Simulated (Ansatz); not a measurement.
A run of Ansatz 0.2.0:

Contents of input.yaml:

```yaml
crystal:
  lattice:
    - [2.4480228978, 0.0, 0.0]
    - [-1.2240114489, 2.1200500186, 0.0]
    - [0.0, 0.0, 4.07280757]
  atoms:
    - { symbol: Ni, position: [0.6666666667, 0.3333333333, 0.75], spin: 1.0 }
    - { symbol: Ni, position: [0.3333333333, 0.6666666667, 0.25], spin: 1.0 }
hamiltonian:
  xc: pbesol
  pseudopotentials: { kind: paw }
magnetization:
  spin_polarized: true
kpoints:
  mp_grid: { grid: [10, 10, 6] }
scf:
  occupations: { method: fermi_dirac, width: 0.05 }
output:
  forces: true
  stress: true
elastic:
  mode: relaxed_ion
  stencil: two_point
```

Potentials or basis: Ansatz PAW.

Run with:

```console
$ ansatz run input.yaml --threads 2 --pin off --max-ram 5632MiB --backend cpu --events-out ev --progress --plain --runs-dir out
```

Hardware: 2 threads of Intel(R) Xeon(R) Platinum 8259CL CPU @ 2.50GHz (Skylake/Cascade Lake), with other jobs on the host.

Q: How long does it take, and how much memory?

A: Run time: 66 s on 2 threads of Intel(R) Xeon(R) Platinum 8259CL CPU @ 2.50GHz (Skylake/Cascade Lake), with other jobs on the host, peak memory 0.49 GiB. Counts: scf iterations 101, plane waves 391, k points 56, bands 23, ion steps 7.
